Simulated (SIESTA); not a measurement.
La2O3:

```
CELL_PARAMETERS angstrom
3.93078 0.00000 0.00000
-1.96539 3.40415 0.00000
0.00000 0.00000 6.11195
ATOMIC_POSITIONS crystal
La 0.33333 0.66667 0.24624
La 0.66667 0.33333 0.75376
O 0.00000 0.00000 0.00000
O 0.33333 0.66667 0.64589
O 0.66667 0.33333 0.35411
```

The cell is a database's computed one.

Base run:

| Item | Value |
| --- | --- |
| Program | SIESTA 5.4.2 |
| Functional | PBEsol |
| Potentials or basis | PseudoDojo 0.4 standard (PBEsol files) |
| Basis | DZP (energy shift 0.003 Ry; two zetas on semicore shells) |
| Grid cutoff | 800 Ry |
| Energy shift | 0.003 Ry |
| k mesh | 8 × 8 × 5 |
| Occupations | fermi-dirac, width 0.05 eV |
| Spin | no spin polarisation |

Its results: band gap on the k mesh 3.72 eV, indirect (least direct gap 3.93 eV); pressure 3.8 GPa; largest force 0.276 eV/Å.

Task: The run is repeated on the same cell with these changes: functional from PBEsol to AM05. What comes out?

Result: Band gap on the k mesh 3.80 eV, indirect (least direct gap 4.00 eV); pressure 4.5 GPa; largest force 0.252 eV/Å.

Caveats: spin-orbit coupling is left out, which moves the levels of the heavy elements; the mesh misses the band edges, which the band path finds closer together; the basis of atomic orbitals isn't converged, which shifts pressures, moduli and gaps; the potentials were made for another functional, which shifts forces and pressure (some runs).

Not every run made on this cell is shown here.
